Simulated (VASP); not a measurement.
InPd:

```
In Pd
1.0
     0.00000    2.74607    2.74607
     2.74607    0.00000    2.74607
     2.74607    2.74607    0.00000
In Pd
1 1
Cartesian
  0.0000 0.0000 0.0000
  2.7461 2.7461 2.7461
```

The cell was built by a generator and needn't be a form met in nature.

* Program: VASP 6.6.1
* Task: relaxation of cell and atoms
* Functional: AM05
* Potentials or basis: VASP PAW PBE potentials, release 64 (In_d, Pd)
* Cutoff: 600 eV
* k mesh: 8 × 8 × 8
* Occupations: fermi-dirac, width 0.05 eV
* Spin: no spin polarisation

At the start: pressure -4.7 GPa; volume 20.71 Å³/atom.

Problem. Where does the relaxation end?

Solution. Over 3 steps the energy falls by 17.1 meV/atom and the volume is 19.62 Å³/atom (-5.3 %); space group Fm-3m (No. 225, to 0.05 Å).

Step by step:
| step | energy change (eV) | largest force (eV/Å) | pressure (GPa) | volume (Å³) |
| --- | --- | --- | --- | --- |
| 1 | 0.0000 | 0.0000 | -4.75 | 41.42 |
| 2 | -0.0177 | 0.0000 | 3.98 | 37.85 |
| 3 | -0.0343 | 0.0000 | -0.01 | 39.24 |

Final structure:
```xyz
2
Lattice="0.0000 2.6970 2.6970 2.6970 0.0000 2.6970 2.6970 2.6970 0.0000" Properties=species:S:1:pos:R:3 pbc="T T T"
In    0.0000    0.0000    0.0000
Pd    2.6970    2.6970    2.6970
```

Caveat: the PAW data sets were made with another functional, which shifts forces and pressure a little.
